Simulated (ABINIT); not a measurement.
Here is an ABINIT 10.8.3 (patched build) calculation.

File run.abi:

```
ndtset 7
scalecart1 3*0.9795861087
scalecart2 3*0.9864848297
scalecart3 3*0.9932883884
scalecart4 3*1.0000000000
scalecart5 3*1.0066227096
scalecart6 3*1.0131594038
scalecart7 3*1.0196128224

pp_dirpath "./"
pseudos "Ni.GGA_PBE-JTH.xml"

acell 2.4572992075 2.4572992075 2.4572992075 Angstrom
rprim
     0.0000000000     0.7071067812     0.7071067812
     0.7071067812     0.0000000000     0.7071067812
     0.7071067812     0.7071067812     0.0000000000
ntypat 1
znucl 28
natom 1
typat 1
xred
     0.0000000000     0.0000000000     0.0000000000

ecut 49.0
pawecutdg 73.5

kptopt 1
ngkpt 9 9 9
nshiftk 1
shiftk 0.0 0.0 0.0

ixc -497498
usekden 1
pawxcdev 0

nband 14
occopt 3
tsmear 0.05 eV

nsppol 2
spinat
     0.0000000000     0.0000000000     1.0000000000

nstep 100
tolvrs 1.0e-7

iomode 3
prtwf 0
prtden 0
prteig 0
prtebands 0
enunit 2
```

Potentials or basis: JTH PAW PBE v2.0.

The run is started by

```bash
$ mpirun --bind-to none -np 4 abinit run.abi > log 2>&1
```

Task: Predict the pressure derivative of the bulk modulus.

Result: 5.1 (rough: it moves with the points fitted).

Task: What does it give for the bulk modulus?

Result: 189 GPa.

Energy against volume, from the lowest point:
```tsv
volume (Å³/atom)	energy (meV/atom)
9.862	33.54
10.072	15.70
10.282	5.00
10.492	0.20
10.702	0.00
10.912	4.56
11.122	13.67
```

Caveat: pressures at fixed basis lie under the slope of the energies; the PAW data sets were made with another functional, which shifts forces and pressure a little.
